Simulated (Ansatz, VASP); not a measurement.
# SiGe2: VASP beside Ansatz

One calculation is typed for both programs; each brings its own data sets. How far apart do they land? The cell is generated by rule, not measured, and may not be a known phase. The cell is taken from a series of runs on this material, whose earlier steps may have relaxed, scaled, displaced or heated it; both programs get it as it stands.

Calculated with Ansatz 0.2.0; plane waves, with VASP 6.6.1 beside it; single point at r2SCAN.

The structure was built from a prototype and need not be the compound's stable phase.

### Step 1. Starting point

It takes space group P4_222 (No. 93, tetragonal). Conventional cell: a = 7.478 Å, b = 7.478 Å, c = 5.288 Å, α = 90.00°, β = 90.00°, γ = 90.00°. Nearest to Si lie 4 Ge at 2.25 to 2.48 Å. Nearest to Ge lie 2 Si at 2.48 Å. Nearest to Ge lie 2 Si at 2.25 Å. Farther neighbours are not listed.

As a file:

```xyz
12
Lattice="-5.2880 0.0000 0.0000 0.0000 -5.2880 -5.2880 0.0000 -5.2880 5.2880" Properties=species:S:1:pos:R:3 pbc="T T T"
Si    0.0000  -10.3754    0.0000
Si    0.0000   -5.4887    0.0000
Si   -2.6440   -7.9320   -2.4433
Si   -2.6440   -7.9320    2.4433
Ge   -3.9660   -3.6478    1.0038
Ge   -3.9660   -4.2842   -3.6478
Ge   -1.3220   -1.6402    1.0038
Ge   -1.3220   -6.2918    1.6402
Ge   -1.3220   -4.2842    3.6478
Ge   -1.3220   -3.6478   -1.0038
Ge   -3.9660   -6.2918   -1.6402
Ge   -3.9660   -1.6402   -1.0038
```

### Step 2. VASP: single point, r2SCAN

A single point gives forces, pressure and levels at one fixed geometry, so differences don't come from the geometry; what else differs is listed under the comparison.

Lines of VASP's logs that name or quote its potential files are left out, and so is its time.

Input file INCAR:

```
SYSTEM = SiGe2
PREC = Accurate
ENCUT = 550
EDIFF = 1E-06
NELM = 120
ISMEAR = 1
SIGMA = 0.2
LREAL = .FALSE.
ALGO = Normal
METAGGA = R2SCAN
LASPH = .TRUE.
NBANDS = 79
LORBIT = 11
LWAVE = .FALSE.
LCHARG = .FALSE.
ISIF = 2
GGA_COMPAT = .FALSE.
LMIXTAU = .TRUE.
KPAR = 2
```

Input file POSCAR:

```
SiGe2
1.0
   -5.2880224348      0.0000000000      0.0000000000
    0.0000000000     -5.2880224348     -5.2880224348
    0.0000000000     -5.2880224348      5.2880224348
Si Ge
4 8
Direct
    0.0000000000      0.9810246784      0.9810246784
    0.0000000000      0.5189753216      0.5189753216
    0.5000000000      0.9810246784      0.5189753216
    0.5000000000      0.5189753216      0.9810246784
    0.7500000000      0.2500000000      0.4398266449
    0.7500000000      0.7500000000      0.0601733551
    0.2500000000      0.0601733551      0.2500000000
    0.2500000000      0.4398266449      0.7500000000
    0.2500000000      0.0601733551      0.7500000000
    0.2500000000      0.4398266449      0.2500000000
    0.7500000000      0.7500000000      0.4398266449
    0.7500000000      0.2500000000      0.0601733551
```

Input file KPOINTS:

```
Automatic mesh
0
Gamma
8 6 6
0 0 0
```

Potentials, in the order of the species: Si and Ge_d (PBE family, release 64).

The run is started by

```bash
$ mpirun -np 2 vasp_std
```

Numbers of over 12 decimals in the logs are rounded to 6 here.

The log of the run:

```text
[banner, memory and clock lines left out]
running    2 mpi-ranks, on    1 nodes
 distrk:  each k-point on    1 cores,    2 groups
 distr:  one band on    1 cores,    1 groups

 POSCAR found type information on POSCAR SiGe
 POSCAR found :  2 types and      12 ions
|                                                                             |
|               ----> ADVICE to this user running VASP <----                  |
|                                                                             |
|     You enforced a specific xc type in the INCAR file but a different       |
|     [... a line on the potential file left out ...]
|     I HOPE YOU KNOW WHAT YOU ARE DOING!                                     |
|                                                                             |

 LDA part: xc-table for (None), standard interpolation
 POSCAR, INCAR and KPOINTS ok, starting setup
 FFT: planning ... GRIDC
 FFT: planning ... GRID_SOFT
 FFT: planning ... GRID
 WAVECAR not read
 entering main loop
       N       E                     dE             d eps       ncg     rms          rms(c)
DAV:   1     0.165019813818E+04    0.16502E+04   -0.59252E+04 10064   0.395E+03
DAV:   2     0.208984905069E+03   -0.14412E+04   -0.13788E+04  7900   0.119E+03
DAV:   3    -0.114857477357E+03   -0.32384E+03   -0.30909E+03  8256   0.268E+02
DAV:   4    -0.149426722319E+03   -0.34569E+02   -0.33137E+02  9370   0.949E+01
DAV:   5    -0.150912517085E+03   -0.14858E+01   -0.14693E+01  8986   0.210E+01    0.998E+00
DAV:   6    -0.144339003238E+03    0.65735E+01   -0.20453E+00  8832   0.117E+01    0.597E+00
DAV:   7    -0.130730458749E+03    0.13609E+02   -0.28316E+00  8849   0.772E+00    0.170E+00
DAV:   8    -0.134932961484E+03   -0.42025E+01   -0.13714E+00  8518   0.498E+00    0.837E-01
DAV:   9    -0.136269485194E+03   -0.13365E+01   -0.29286E-01  9876   0.206E+00    0.632E-01
DAV:  10    -0.137108291586E+03   -0.83881E+00   -0.45563E-01  8252   0.282E+00    0.380E-01
DAV:  11    -0.136951987629E+03    0.15630E+00   -0.16114E-01  8436   0.151E+00    0.311E-01
DAV:  12    -0.137055091560E+03   -0.10310E+00   -0.88074E-02  8341   0.111E+00    0.185E-01
DAV:  13    -0.137090614587E+03   -0.35523E-01   -0.33345E-02  9207   0.800E-01    0.119E-01
DAV:  14    -0.137091940676E+03   -0.13261E-02   -0.25065E-03  9632   0.250E-01    0.926E-02
[...]
DAV:  37    -0.137093567704E+03    0.15505E-04   -0.10863E-05  8241   0.159E-02    0.108E-01
DAV:  38    -0.137093532155E+03    0.35549E-04   -0.52076E-05  9902   0.467E-02    0.635E-02
DAV:  39    -0.137093536798E+03   -0.46432E-05   -0.22941E-05  8832   0.230E-02    0.455E-02
DAV:  40    -0.137093541668E+03   -0.48696E-05   -0.12960E-05  8993   0.215E-02    0.231E-02
DAV:  41    -0.137093548202E+03   -0.65342E-05   -0.57076E-06  7585   0.136E-02    0.108E-02
DAV:  42    -0.137093554458E+03   -0.62567E-05   -0.21690E-06  5783   0.901E-03    0.246E-03
DAV:  43    -0.137093556922E+03   -0.24632E-05   -0.45342E-07  4230   0.506E-03    0.272E-03
DAV:  44    -0.137093556655E+03    0.26636E-06   -0.17131E-07  4181   0.294E-03
   1 F= -.13709356E+03 E0= -.13709538E+03  d E =0.546715E-02
```

OUTCAR, selected parts (step 2):

```text
ion  position               nearest neighbor table
   1  0.000  0.981  0.981-   6 2.25   9 2.25   7 2.48  12 2.48
   2  0.000  0.519  0.519-   8 2.25  11 2.25  10 2.48   5 2.48
   3  0.500  0.981  0.519-   9 2.25  11 2.25   5 2.48   7 2.48
   4  0.500  0.519  0.981-   6 2.25   8 2.25  10 2.48  12 2.48
   5  0.750  0.250  0.440-   2 2.48   3 2.48  12 2.84
   6  0.750  0.750  0.060-   1 2.25   4 2.25  11 2.84
   7  0.250  0.060  0.250-   1 2.48   3 2.48  10 2.84
   8  0.250  0.440  0.750-   2 2.25   4 2.25   9 2.84
   9  0.250  0.060  0.750-   1 2.25   3 2.25   8 2.84
  10  0.250  0.440  0.250-   2 2.48   4 2.48   7 2.84
  11  0.750  0.750  0.440-   2 2.25   3 2.25   6 2.84
  12  0.750  0.250  0.060-   1 2.48   4 2.48   5 2.84

  LATTYP: Found a simple tetragonal cell.
 ALAT       =     7.4783930454
 C/A-ratio  =     0.7071067812

 Subroutine GETGRP returns: Found  8 space group operations
 (whereof  2 operations were pure point group operations)

The static configuration has the point symmetry C_2 .
 The point group associated with its full space group is D_4 .

 Found     50 irreducible k-points:

   k-points           NKPTS =     50   k-points in BZ     NKDIM =     50   number of bands    NBANDS=     79

   dimension x,y,z NGX =    40 NGY =   60 NGZ =   60
   dimension x,y,z NGXF=    80 NGYF=  120 NGZF=  120

   ENCUT  =  550.0 eV  40.42 Ry    6.36 a.u.  10.11 14.30 14.30*2*pi/ulx,y,z

   NELECT =     128.0000    total number of electrons

 k-points in reciprocal lattice and weights: Automatic mesh
   0.00000000  0.00000000  0.00000000       0.003
   0.12500000  0.00000000  0.00000000       0.007
   0.25000000  0.00000000  0.00000000       0.007
   0.37500000  0.00000000  0.00000000       0.007
   0.50000000  0.00000000  0.00000000       0.003
   0.00000000  0.16666667  0.00000000       0.014
   0.12500000  0.16666667  0.00000000       0.028
   0.25000000  0.16666667  0.00000000       0.028
   0.37500000  0.16666667  0.00000000       0.028
[...]
0.37500000  0.50000000  0.50000000       0.007
   0.50000000  0.50000000  0.50000000       0.003

 average (electrostatic) potential at core
       1 -88.9043       2 -88.9043       3 -88.9043       4 -88.9043       5 -80.2771
       6 -80.3181       7 -80.2771       8 -80.3181       9 -80.3181      10 -80.2771
      11 -80.3181      12 -80.2771

 E-fermi :   4.0247

 k-point     1 :       0.0000    0.0000    0.0000
  band No.  band energies     occupation
    ...
     60       1.5113      2.00000
     61       2.3738      2.00000
     62       2.3738      2.00000
     63       3.5530      2.00426
     64       4.0819      0.53698
     65       5.1173     -0.00000
     66       5.2032     -0.00000
     67       5.2032     -0.00000
     68       5.3585     -0.00000
     69       5.3585     -0.00000
    ...

 k-point     2 :       0.1250    0.0000    0.0000
  band No.  band energies     occupation
    ...
     59       1.3766      2.00000
     60       1.9376      2.00000
     61       1.9478      2.00000
     62       3.2807      2.00000
     63       3.3140      2.00001
     64       4.4732     -0.00676
     65       4.7505     -0.00000
     66       4.7722     -0.00000
     67       5.2899     -0.00000
     68       5.5064     -0.00000
    ...

 k-point     3 :       0.2500    0.0000    0.0000
  band No.  band energies     occupation
    ...
     58       1.9682      2.00000
     59       1.9922      2.00000
     60       2.3098      2.00000
     61       2.5849      2.00000
     62       2.8022      2.00000
     63       4.1486      0.14279
     64       4.5348     -0.00184
     65       4.6738     -0.00004
     66       5.1310     -0.00000
     67       5.2032     -0.00000
    ...

  Total       -1.1061854     -5.1238093     -5.1238093     -0.0000000      0.0000000      0.0000000
  in kB       -5.9927840    -27.7583520    -27.7583520     -0.0000000      0.0000000      0.0000000
  external PRESSURE =     -20.5031626 kB  Pullay stress =       0.0000000 kB

  energy-cutoff  :      550.00
  volume of cell :      295.74
      direct lattice vectors                 reciprocal lattice vectors
    -5.288022435  0.000000000  0.000000000    -0.189106611  0.000000000  0.000000000
     0.000000000 -5.288022435 -5.288022435     0.000000000 -0.094553305 -0.094553305
     0.000000000 -5.288022435  5.288022435     0.000000000 -0.094553305  0.094553305

 POSITION                                       TOTAL-FORCE (eV/Angst)
 -----------------------------------------------------------------------------------
      0.00000    -10.37536      0.00000        -0.000000     -0.879406      0.000000
      0.00000     -5.48871      0.00000        -0.000000      0.879406      0.000000
     -2.64401     -7.93203     -2.44333         0.000000     -0.000000     -0.879406
     -2.64401     -7.93203      2.44333        -0.000000     -0.000000      0.879406
     -3.96602     -3.64782      1.00381         0.000000      0.662323     -0.662323
     -3.96602     -4.28421     -3.64782         0.000000     -1.224044      1.224044
     -1.32201     -1.64020      1.00381         0.000000     -0.662323     -0.662323
     -1.32201     -6.29183      1.64020         0.000000      1.224044      1.224044
     -1.32201     -4.28421      3.64782         0.000000     -1.224044     -1.224044
     -1.32201     -3.64782     -1.00381         0.000000      0.662323      0.662323
     -3.96602     -6.29183     -1.64020         0.000000      1.224044     -1.224044
     -3.96602     -1.64020     -1.00381         0.000000     -0.662323      0.662323
 -----------------------------------------------------------------------------------
    total drift:                                0.000000     -0.000000     -0.000000

  FREE ENERGIE OF THE ION-ELECTRON SYSTEM (eV)
  ---------------------------------------------------
  free  energy   TOTEN  =      -137.0935566553 eV

  energy  without entropy=     -137.0990238084  energy(sigma->0) =     -137.09537904

 total charge
# of ion       s       p       d       tot
------------------------------------------
    1        0.772   0.883   0.000   1.655
    2        0.772   0.883   0.000   1.655
    3        0.772   0.883   0.000   1.655
    4        0.772   0.883   0.000   1.655
    5        1.188   1.015  10.000  12.204
    6        1.149   1.211  10.007  12.367
    7        1.188   1.015  10.000  12.204
    8        1.149   1.211  10.007  12.367
    9        1.149   1.211  10.007  12.367
   10        1.188   1.015  10.000  12.204
   11        1.149   1.211  10.007  12.367
   12        1.188   1.015  10.000  12.204
--------------------------------------------------
tot         12.435  12.438  80.031 104.905

[... 3 further parts left out ...]
```

The run ends at a pressure of -2.05 GPa, with forces up to 1.7 eV/Å.

(Continued in part 2 of 2.)

[Lines on the potential files, build, host, timing and source positions are cut from VASP's logs without a mark.]

[Logs are printed without paths, hosts, clocks, repeated set-up lines and the standing remarks that a program may print on its own settings, such as how far it seeks lower states.]

[Hosts, paths, dates, database ids (printed as entryN), source tags and the programs' standing remarks are cut or masked in the printed files.]
